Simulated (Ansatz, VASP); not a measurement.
# One calculation of Al2O3, two programs

File INCAR:

```
PREC     = Accurate       # precision mode
ENCUT    = 520            # plane-wave cutoff, eV
EDIFF    = 1E-6           # SCF threshold, eV
ISMEAR   = 0              # smearing method
SIGMA    = 0.1            # smearing width, eV
LREAL    = False          # projectors in reciprocal space
LASPH    = True           # aspherical terms in the spheres
NELM     = 100            # most SCF steps
ALGO     = Normal         # electronic algorithm
ISIF     = 2              # what is computed and relaxed
LWAVE    = False          # write WAVECAR
LCHARG   = False          # write CHGCAR
NBANDS   = 20             # bands
```

KPOINTS

```
Automatic mesh
0
Gamma
  6 6 4
```

File POSCAR:

```
Al2O3
1.0
    3.0174825440      0.0000000000      0.0000000000
   -1.5087412720      2.6132165386      0.0000000000
    0.0000000000      0.0000000000      7.5746360022
Al O
2 3
Direct
    0.0000000000      0.0000000000      0.2779510000
    0.0000000000      0.0000000000      0.7220490000
    0.3333333300      0.6666666700      0.1994540000
    0.6666666700      0.3333333300      0.8005460000
    0.0000000000      0.0000000000      0.5000000000
```

Input for Ansatz:

```yaml
crystal:
  lattice:
    - [3.017482544, 0.0, 0.0]
    - [-1.508741272, 2.6132165386, 0.0]
    - [0.0, 0.0, 7.5746360022]
  atoms:
    - { symbol: Al, position: [0.0, 0.0, 0.277951] }
    - { symbol: Al, position: [0.0, 0.0, 0.722049] }
    - { symbol: O, position: [0.33333333, 0.66666667, 0.199454] }
    - { symbol: O, position: [0.66666667, 0.33333333, 0.800546] }
    - { symbol: O, position: [0.0, 0.0, 0.5] }
basis:
  ecutwfc: 420
kpoints:
  mp_grid: { grid: [6, 6, 4] }
hamiltonian:
  xc: lda
scf:
  occupations: { method: gaussian, width: 0.1 }
output:
  forces: true
  stress: true
  eigenvalues: true
```

Measurements of this composition are mostly on another form, of space group No. 167.

Alike in both runs: task single point; functional LDA; k mesh 6 × 6 × 4; occupations gaussian, width 0.1 eV; no spin polarisation.

|  | VASP | Ansatz |
| --- | --- | --- |
| version | VASP 6.6.1 | Ansatz 0.2.0 |
| potentials or method | VASP PAW LDA potentials, release 64 (Al, O) | scalar-relativistic, plane waves, PAW |
| plane-wave cutoff (eV) | 520 | 420 |
| valence electrons in the cell | 24 | 24 |

```tsv
	VASP	Ansatz	Ansatz less VASP
gap on the k mesh at the Fermi level (eV)	2.19	2.20	+0.010
least direct gap on the mesh (eV)	2.19	2.20	+0.010
pressure (GPa)	-7.6	-8.3	-0.76
largest component of the traceless stress (GPa)	0.46	0.06	-0.403
rms of the force components (eV/Å)	0.162	0.188	+0.0257
```

Atom by atom the forces differ by 0.045 eV/Å (rms over components).

A k mesh can miss the band edges.
